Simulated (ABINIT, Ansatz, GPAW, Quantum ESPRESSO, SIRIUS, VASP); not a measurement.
**One calculation of Ag, 6 ways**

```
CELL_PARAMETERS angstrom
0.00000 2.04275 2.04275
2.04275 0.00000 2.04275
2.04275 2.04275 0.00000
ATOMIC_POSITIONS crystal
Ag 0.00000 0.00000 0.00000
```

Alike in all runs: task single point; functional PBEsol; k mesh 11 × 11 × 11; occupations fermi-dirac, width 0.05 eV; no spin polarisation; no spin-orbit coupling. Pressure is positive in compression and, in plane waves, holds the error of the finite cutoff.

```csv
program and potentials,plane-wave cutoff (eV),notes,pressure (GPa)
"ABINIT, PseudoDojo NC SR PBEsol v0.4.1 standard",1116,19 valence electrons an atom on average,-3.10
"Ansatz, all-electron LAPW, scalar-relativistic",-,-,-2.92
"SIRIUS, PseudoDojo 0.4.1 PBEsol standard (scalar relativistic)",1127,19 valence electrons an atom on average,-3.04
"Quantum ESPRESSO, GBRV 1.5 PBEsol",762,19 valence electrons an atom on average,-3.22
"GPAW, PAW data sets generated for this functional",600,17 valence electrons an atom on average,-2.87
"VASP, PBE PAW files Ag, 520 eV",520,potentials made for PBE; 11 valence electrons an atom on average,-3.09
```

The pressure spans -3.22 (Quantum ESPRESSO, GBRV 1.5 PBEsol) to -2.87 GPa (GPAW, PAW data sets generated for this functional), with all-electron results at -2.92.

The functional is the same throughout but for its coding, so the spread measures potentials, basis and numerics; runs on potential files found faulty are left out.
